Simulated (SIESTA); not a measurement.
ZnCu under changes of volume

One of the cells (13.026 Å³/atom); the others are scaled copies at fixed shape and fractional positions:

```xyz
2
Lattice="2.9645 0.0000 0.0000 0.0000 2.9645 0.0000 0.0000 0.0000 2.9645" Properties=species:S:1:pos:R:3 pbc="T T T"
Zn    1.4823    1.4823    1.4823
Cu    0.0000    0.0000    0.0000
```

| Property | Result |
| --- | --- |
| Program | SIESTA 5.4.2 |
| Functional | PBE |
| Potentials or basis | PseudoDojo 0.4 standard (PBE files) |
| Basis | DZP (energy shift 0.002 Ry) |
| Grid cutoff | 800 Ry |
| Energy shift | 0.002 Ry |
| k mesh | 9 × 9 × 9 |
| Occupations | fermi-dirac, width 0.05 eV |
| Spin | no spin polarisation |

```tsv
volume (Å³/atom)	energy over the lowest point (meV/atom)	pressure (GPa)
12.005	?	?
12.260	12.90	7.3
12.516	4.29	3.8
13.026	0.00	-0.9
13.282	3.91	-3.9
13.537	11.78	-5.8
```

Problem. What does the run at 12.005 Å³/atom give?

Solution. Energy over the lowest point 27.98 meV/atom; pressure 11.5 GPa.

Worked out: A Birch-Murnaghan fit of order 3 (a polynomial in V^(-2/3)) to the other rows has its minimum at 12.90 Å³/atom with B0 = V·E''(V) = 130 GPa (rough, since the energies scatter). It gives 25.88 meV/atom at 12.005 Å³/atom, against the run's 27.98, and -dE/dV = 9.6 GPa, against 11.5.

Energies are extrapolated to zero smearing.

Caveats: semicore shells carry a single zeta, which can move pressures by several GPa and volumes by a few percent; the basis of atomic orbitals isn't converged, which shifts pressures, moduli and gaps.
